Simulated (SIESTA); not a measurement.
Crystal: Li2Se.

```
CELL_PARAMETERS angstrom
0.00000 3.00250 3.00250
3.00250 0.00000 3.00250
3.00250 3.00250 0.00000
ATOMIC_POSITIONS crystal
Se 0.00000 0.00000 0.00000
Li 0.75000 0.75000 0.75000
Li 0.25000 0.25000 0.25000
```

Base run:

| Item | Value |
| --- | --- |
| Program | SIESTA 5.4.2 |
| Functional | PBEsol |
| Potentials or basis | PseudoDojo 0.4 standard (PBEsol files) |
| Basis | DZP (energy shift 0.003 Ry; two zetas on semicore shells) |
| Grid cutoff | 800 Ry |
| Energy shift | 0.003 Ry |
| k mesh | 8 × 8 × 8 |
| Occupations | fermi-dirac, width 0.05 eV |
| Spin | no spin polarisation |

Its results: band gap on the k mesh 2.99 eV, indirect (least direct gap 3.31 eV); pressure -0.5 GPa.

**Question.** After a change of settings the same cell gave: band gap on the k mesh 3.06 eV, indirect (least direct gap 3.38 eV); pressure 0.0 GPa. Which change was it?
A. functional from PBEsol to BLYP; potentials or basis from PseudoDojo 0.4 standard (PBEsol files) to PseudoDojo 0.4 standard (PBE files)
B. functional from PBEsol to AM05
C. functional from PBEsol to LDA; potentials or basis from PseudoDojo 0.4 standard (PBEsol files) to PseudoDojo 0.4 standard (LDA files)

**Answer.** B.

Caveats: the basis of atomic orbitals isn't converged, which shifts pressures, moduli and gaps; the potentials were made for another functional, which shifts forces and pressure (some runs).

Not every run made on this cell is shown here.
